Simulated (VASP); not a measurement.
# SnTe (F-43m) in VASP: notebook, part 2 of 2

VASP 6.6.1. The steps go on from the part before.

## Step 4: Single point, PBEsol, spin-orbit coupling, no magnetisation

Contents of INCAR:

```
SYSTEM = SnTe
ALGO = Normal
EDIFF = 1E-4
ENCUT = 350
GGA = PS
GGA_COMPAT = .False.
ISIF = 2
ISMEAR = 0
LASPH = .True.
LCHARG = .False.
LNONCOLLINEAR = .True.
LORBIT = 11
LREAL = .False.
LSORBIT = .True.
LWAVE = .False.
MAGMOM = 0 0 0 0 0 0
NBANDS = 36
NELM = 100
PREC = Accurate
SIGMA = 0.02
```

Contents of KPOINTS:

```
k-points
0
Gamma
  6 6 6
  0 0 0
```

Contents of POSCAR:

```
SnTe
1.0
    0.0000000000      3.6111460000      3.6111460000
    3.6111460000      0.0000000000      3.6111460000
    3.6111460000      3.6111460000      0.0000000000
Te Sn
1 1
Direct
    0.2500000000      0.2500000000      0.2500000000
    0.0000000000      0.0000000000      0.0000000000
```

Potentials or basis: VASP PAW PBE potentials, release 64 (Te, Sn_d).

Run with:

```
$ cat potpaw_PBE.64/Te/POTCAR potpaw_PBE.64/Sn_d/POTCAR > POTCAR
$ mpirun -np 1 vasp_ncl > vasp.out
```

OUTCAR:

```text
SYSTEM = SnTe
   EDIFF = 1E-4
   ENCUT = 350
   GGA = PS
   ISIF = 2
   ISMEAR = 0
   LASPH = .True.
   LNONCOLLINEAR = .True.
   LORBIT = 11
   LREAL = .False.
   LSORBIT = .True.
   NELM = 100
   PREC = Accurate

 Found     22 irreducible k-points:

 Following reciprocal coordinates:
            Coordinates               Weight
  0.000000  0.000000  0.000000      1.000000
  0.166667  0.000000  0.000000      4.000000
 -0.166667  0.000000  0.000000      4.000000
  0.333333  0.000000  0.000000      4.000000
 -0.333333  0.000000  0.000000      4.000000
  0.500000  0.000000  0.000000      4.000000
   k-points           NKPTS =     22   k-points in BZ     NKDIM =     22   number of bands    NBANDS=     36
   number of dos      NEDOS =    301   number of ions     NIONS =      2
   total plane-waves  NPLWV =  32768
   dimension x,y,z NGX =    32 NGY =   32 NGZ =   32
   dimension x,y,z NGXF=    64 NGYF=   64 NGZF=   64
   ions per type =               1   1
   NGX,Y,Z   is equivalent  to a cutoff of  10.42, 10.42, 10.42 a.u.
   NGXF,Y,Z  is equivalent  to a cutoff of  20.83, 20.83, 20.83 a.u.
 SYSTEM =  SnTe
   PREC   = accura    normal or accurate (medium, high low for compatibility)
   ISTART =      0    job   : 0-new  1-cont  2-samecut
   ICHARG =      2    charge: 1-file 2-atom 10-const
   ISPIN  =      1    spin polarized calculation?
   LNONCOLLINEAR =      T non collinear calculations
   LSORBIT =      T    spin-orbit coupling
   LASPH  =      T    aspherical Exc in radial PAW
   ENCUT  =  350.0 eV  25.72 Ry    5.07 a.u.   7.79  7.79  7.79*2*pi/ulx,y,z
   NELM   =    100;   NELMIN=  2; NELMDL= -5     # of ELM steps
   EDIFF  = 0.1E-03   stopping-criterion for ELM
   LREAL  =      F    real-space projection
   EDIFFG = 0.1E-02   stopping-criterion for IOM
   NSW    =      0    number of steps for IOM
   IBRION =     -1    ionic relax: 0-MD 1-quasi-New 2-CG
   NFREE  =      0    steps in history (QN), initial steepest desc. (CG)
   ISIF   =      2    stress and relaxation
   ISYM   =      2    0-nonsym 1-usesym 2-fastsym
   POTIM  = 0.5000    time-step for ionic-motion
   TEBEG  =    0.0;   TEEND  =   0.0 temperature during run
   PSTRESS=    0.0 pullay stress
   NELECT =      20.0000    total number of electrons
   NUPDOWN=      -1.0000    fix difference up-down
   EMIN   =  10.00;   EMAX   =-10.00  energy-range for DOS
   EFERMI =   0.00;   METHOD = LEGACY
   ISMEAR =     0;   SIGMA  =   0.02  broadening in eV -4-tet -1-fermi 0-gaus
   EFERMI_NEDOS =   21; number of points for ismear=-14 and -15
   IALGO  =     38    algorithm
   IMIX   =      4    mixing-type and parameters
     AMIX     =   0.40;   BMIX     =  1.00
     AMIX_MAG =   1.60;   BMIX_MAG =  1.00
  volume/ion in A,a.u.               =      47.09       317.78
  Fermi-wavevector in a.u.,A,eV,Ry     =   0.976704  1.845704 12.979296  0.953951
  Thomas-Fermi vector in A             =   2.107344
   LORBIT       =     11    0 simple, 1 ext, 2 COOP (PROOUT), +10 PAW based schemes
   GGA     = PS    functional components
   LHFCALC =     F    Hartree Fock is set to
   AEXX    =    0.0000 exact exchange contribution
   IVDW    =     0    specifies the selected vdW correction
   LEPSILON=     F    determine dielectric tensor
   LRPA    =     F    only Hartree local field effects (RPA)
 Gauss-broadening in eV      SIGMA  =   0.02
  energy-cutoff  :      350.00
  volume of cell :       94.18
 maximum number of plane-waves:      2840
   NGX = 15   NGY = 15   NGZ = 15

 number of electron      19.9999991 magnetization      -0.0000000     -0.0000000     -0.0000000

 number of electron      19.9999991 magnetization       0.0000000      0.0000000     -0.0000000

 number of electron      19.9999991 magnetization       0.0000000     -0.0000000     -0.0000000

[... 18 lines left out ...]
 k-point     1 :       0.0000    0.0000    0.0000
  band No.  band energies     occupation
      1     -19.2400      1.00000
      2     -19.2400      1.00000
      3     -19.2400      1.00000
      4     -19.2400      1.00000
      5     -18.2091      1.00000
      6     -18.2091      1.00000
[... 199 lines left out ...]
     31       9.8485      0.00000
     32       9.8485      0.00000

 [... further k-points ...]

 [bands above 32 left out]

------------------------ aborting loop because EDIFF is reached ----------------------------------------

  FORCE on cell =-STRESS in cart. coord.  units (eV):
  Direction    XX          YY          ZZ          XY          YZ          ZX
  --------------------------------------------------------------------------------------
  -------------------------------------------------------------------------------------
  Total       -0.8525219     -0.8525219     -0.8525219     -0.0000000      0.0000000      0.0000000
  in kB      -14.5027702    -14.5027702    -14.5027702     -0.0000000      0.0000000      0.0000000
  external PRESSURE =     -14.5027702 kB  Pullay stress =       0.0000000 kB

 VOLUME and BASIS-vectors are now :
 -----------------------------------------------------------------------------
  energy-cutoff  :      350.00
  volume of cell :       94.18
      direct lattice vectors                 reciprocal lattice vectors
     0.000000000  3.611146000  3.611146000    -0.138460201  0.138460201  0.138460201
     3.611146000  0.000000000  3.611146000     0.138460201 -0.138460201  0.138460201
     3.611146000  3.611146000  0.000000000     0.138460201  0.138460201 -0.138460201

 POSITION                                       TOTAL-FORCE (eV/Angst)
 -----------------------------------------------------------------------------------
      1.80557      1.80557      1.80557         0.000000      0.000000      0.000000
      0.00000      0.00000      0.00000        -0.000000     -0.000000     -0.000000
 -----------------------------------------------------------------------------------
    total drift:                                0.000000      0.000000      0.000000

  FREE ENERGIE OF THE ION-ELECTRON SYSTEM (eV)
  ---------------------------------------------------
  free  energy   TOTEN  =        -7.7635680719 eV

  energy  without entropy=       -7.7633334369  energy(sigma->0) =       -7.76345075

 Spin-Orbit-Coupling matrix elements

 Ion:    1  E_soc:     -0.2268495
 l=   1
     0.0000000    -0.0378076    -0.0378076
    -0.0378076     0.0000000    -0.0378076
    -0.0378076    -0.0378076     0.0000000
 l=   2
     0.0000000     0.0000085     0.0000000     0.0000085    -0.0000091
     0.0000085     0.0000000    -0.0000069     0.0000085    -0.0000023
     0.0000000    -0.0000069     0.0000000    -0.0000069     0.0000000
     0.0000085     0.0000085    -0.0000069     0.0000000    -0.0000023
    -0.0000091    -0.0000023     0.0000000    -0.0000023     0.0000000
 l=   3
     0.0000000     0.0000000     0.0000000     0.0000000     0.0000000     0.0000000     0.0000000
     0.0000000     0.0000000     0.0000000     0.0000000     0.0000000     0.0000000     0.0000000
     0.0000000     0.0000000     0.0000000     0.0000000     0.0000000     0.0000000     0.0000000
     0.0000000     0.0000000     0.0000000     0.0000000     0.0000000     0.0000000     0.0000000
     0.0000000     0.0000000     0.0000000     0.0000000     0.0000000     0.0000000     0.0000000
     0.0000000     0.0000000     0.0000000     0.0000000     0.0000000     0.0000000     0.0000000
     0.0000000     0.0000000     0.0000000     0.0000000     0.0000000     0.0000000     0.0000000

 Ion:    2  E_soc:     -0.1054535
 l=   1
     0.0000000    -0.0114306    -0.0114306
    -0.0114306     0.0000000    -0.0114306
    -0.0114306    -0.0114306     0.0000000
 l=   2
     0.0000000    -0.0012449     0.0000000    -0.0012449    -0.0049001
    -0.0012449     0.0000000    -0.0036751    -0.0012449    -0.0012250
     0.0000000    -0.0036751     0.0000000    -0.0036751     0.0000000
    -0.0012449    -0.0012449    -0.0036751     0.0000000    -0.0012250
    -0.0049001    -0.0012250     0.0000000    -0.0012250     0.0000000
 l=   3
     0.0000000     0.0000000     0.0000000     0.0000000     0.0000000     0.0000000     0.0000000
     0.0000000     0.0000000     0.0000000     0.0000000     0.0000000     0.0000000     0.0000000
     0.0000000     0.0000000     0.0000000     0.0000000     0.0000000     0.0000000     0.0000000
     0.0000000     0.0000000     0.0000000     0.0000000     0.0000000     0.0000000     0.0000000
     0.0000000     0.0000000     0.0000000     0.0000000     0.0000000     0.0000000     0.0000000
     0.0000000     0.0000000     0.0000000     0.0000000     0.0000000     0.0000000     0.0000000
     0.0000000     0.0000000     0.0000000     0.0000000     0.0000000     0.0000000     0.0000000

 total charge

# of ion       s       p       d       tot
------------------------------------------
    1        1.394   1.944   0.016   3.354
    2        1.391   0.703   9.957  12.050
--------------------------------------------------
tot          2.785   2.646   9.973  15.404

 magnetization (x)

# of ion       s       p       d       tot
------------------------------------------
    1       -0.000  -0.000   0.000  -0.000
    2        0.000  -0.000   0.000  -0.000
--------------------------------------------------
tot          0.000  -0.000   0.000  -0.000

 magnetization (y)

# of ion       s       p       d       tot
------------------------------------------
    1       -0.000   0.000   0.000  -0.000
    2       -0.000  -0.000  -0.000  -0.000
--------------------------------------------------
tot         -0.000  -0.000   0.000  -0.000

 magnetization (z)

# of ion       s       p       d       tot
------------------------------------------
    1        0.000  -0.000   0.000  -0.000
    2        0.000   0.000  -0.000   0.000
--------------------------------------------------
tot          0.000  -0.000  -0.000  -0.000
```

It took 89 s on 1 thread of Intel Xeon Platinum 8375C at 2.90GHz (Ice Lake), shared host; peak memory 0.32 GiB.

These settings aren't checked as converged: the numbers below hold their error.

What came out:

```yaml
Free_energy: -7.7636 eV
Pressure: -1.5 GPa
Valence_electrons_inside_the_program's_atomic_spheres: Te 3.35; Sn 12.05
```

Caveat: the PAW data sets were made with another functional, which shifts forces and pressure a little.
